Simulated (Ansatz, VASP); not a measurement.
One calculation of NaCl, two programs

File INCAR:

```
SYSTEM = NaCl
ALGO     = Normal         ! electronic algorithm
EDIFF    = 1E-7           ! SCF threshold, eV
ENCUT    = 520            ! plane-wave cutoff, eV
GGA      = PE             ! functional
ISIF     = 2              ! what is computed and relaxed
ISMEAR   = -1             ! smearing method
LASPH    = .True.         ! aspherical terms in the spheres
LCHARG   = .True.         ! write CHGCAR
LELF     = .True.         ! ELF
LREAL    = .False.        ! projectors in reciprocal space
LVHAR    = .True.       
LWAVE    = .False.        ! write WAVECAR
NBANDS   = 14             ! bands
NELM     = 100            ! most SCF steps
PREC     = Accurate       ! precision mode
SIGMA    = 0.02           ! smearing width, eV
```

KPOINTS

```
k-points
0
Gamma
  8 8 8
  0 0 0
```

Contents of POSCAR:

```
NaCl
1.0
    0.0000000000      3.2113811431      2.8320051359
    3.2113811431      0.0000000000      2.8320051359
    3.2113811431      3.2113811431      0.0000000000
Na Cl
1 1
Direct
    0.0000000000      0.0000000000      0.0000000000
    0.2500000000      0.2500000000      0.2500000000
```

Input for Ansatz:

```yaml
crystal:
  lattice:
    - [0.0, 3.2113811431, 2.8320051359]
    - [3.2113811431, 0.0, 2.8320051359]
    - [3.2113811431, 3.2113811431, 0.0]
  atoms:
    - { symbol: Na, position: [0.0, 0.0, 0.0] }
    - { symbol: Cl, position: [0.25, 0.25, 0.25] }
kpoints:
  mp_grid: { grid: [8, 8, 8] }
  band_path:
    path:
      - [0.0, 0.0, 0.0]
      - [-0.5, -0.5, 0.0]
      - [-0.375, -0.375, 0.25]
      - [-0.375, 0.0, 0.375]
      - [0.0, 0.0, 0.5]
      - [-0.5, -0.25, 0.25]
    npoints: 1
hamiltonian:
  xc: pbe
scf:
  occupations: { method: fermi_dirac, width: 0.02 }
  n_extra_bands: 4
output:
  forces: true
  stress: true
  eigenvalues: true
```

Change from the starting cell: epitaxial_xy strain +4.0%.

Alike in both runs: task single point; functional PBE; k mesh 8 × 8 × 8; occupations fermi-dirac, width 0.02 eV; no spin polarisation.

|  | VASP | Ansatz |
| --- | --- | --- |
| version | VASP 6.6.1 | Ansatz 0.2.0 |
| potentials or method | VASP PAW PBE potentials, release 64 (Na_pv, Cl) | plane waves, PAW |
| plane-wave cutoff (eV) | 520 | 420 |
| valence electrons in the cell | 14 | 16 |

```csv
,VASP,Ansatz,Ansatz less VASP
gap on the k mesh at the Fermi level (eV),4.87,4.87,0.000
pressure (GPa),0.7,0.7,+0.01
```

The two sets of potentials don't hold the same shells in valence.

A k mesh can miss the band edges.
